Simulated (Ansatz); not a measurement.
# Si and the effect of the share of exact exchange

It takes space group Fd-3m (No. 227, cubic). The conventional cell has a = 5.444 Å, b = 5.444 Å, c = 5.444 Å, α = 90.00°, β = 90.00°, γ = 90.00°. Si (site symmetry -43m) has 4 Si at 2.36 Å as nearest neighbours.

Kept alike: task single point; functional HSE06 form with a typed share of exact exchange; k mesh 4 × 4 × 4; occupations fermi-dirac, width 0.05 eV; no spin polarisation. Program: Ansatz, Ansatz PAW, cutoff 420 eV. Screening held at 0.2 Å⁻¹. The mesh is that of the run's cell of 2 atoms. No spin-orbit coupling.

```csv
"share of exact exchange, α",band gap (eV),pressure (GPa)
0.05,0.828,1.63
0.1,0.954,1.30
0.15,1.081,0.99
0.2,1.212,0.68
0.25,1.344,0.37
0.3,1.479,0.07
0.4,1.755,-0.51
0.5,2.041,-1.08
```

The k mesh is coarse, so the values aren't converged. Pressure is positive in compression, with a Pulay correction for the finite cutoff. A gap read on the mesh alone can miss an edge between its points. All rows use potentials made for PBE. The mesh is thin for exact exchange.

Question: What does the share of exact exchange change here?

Answer: The band gap rises from 0.828 to 2.041 eV between 0.05 and 0.5. Exact exchange pulls filled levels down against empty ones, so the gap grows nearly in line with its share. The mean slope is +2.69 eV per unit of share. Measured: 1.1 eV (arxiv:1111.5263); nearest 0.15, 0.019 eV off. The runs are for a static lattice. The pressure falls from 1.63 to -1.08 GPa between 0.05 and 0.5. Exact exchange shortens the bonds here, so the pressure at fixed cell falls.
